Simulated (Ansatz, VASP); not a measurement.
## Au: VASP beside Ansatz

```
Au
1.0
     2.50360    0.00000    0.00000
    -1.25180    2.16818    0.00000
     0.00000    0.00000    8.17313
Au
4
Direct
  0.00000 0.00000 0.00000
  0.33333 0.66667 0.25000
  0.00000 0.00000 0.50000
  0.66667 0.33333 0.75000
```

Alike in both runs: task single point; functional PBE; k mesh 21 × 21 × 6; occupations gaussian, width 0.1 eV; no spin polarisation.

|  | VASP | Ansatz |
| --- | --- | --- |
| version | VASP 6.6.1 | Ansatz 0.2.0 |
| potentials or method | VASP PAW PBE potentials, release 64 (Au) | scalar-relativistic, plane waves, PAW |
| plane-wave cutoff (eV) | 520 | 420 |
| valence electrons in the cell | 44 | 76 |

|  | VASP | Ansatz | Ansatz less VASP |
| --- | --- | --- | --- |
| gap on the k mesh at the Fermi level (eV) | none | none | - |
| pressure (GPa) | 264.4 | 263.4 | -1.08 |
| largest component of the traceless stress (GPa) | 3.57 | 3.53 | -0.033 |

A gap of «none» marks a metal or a gap that the smearing closes. The two sets of potentials don't hold the same shells in valence.

Caveats: the cell as given lies far from equilibrium; so large a pressure means that the cell lies far from this level's equilibrium, or that cutoff or potentials fall short (VASP). Spin-orbit coupling is left out, which matters for the levels of Au.
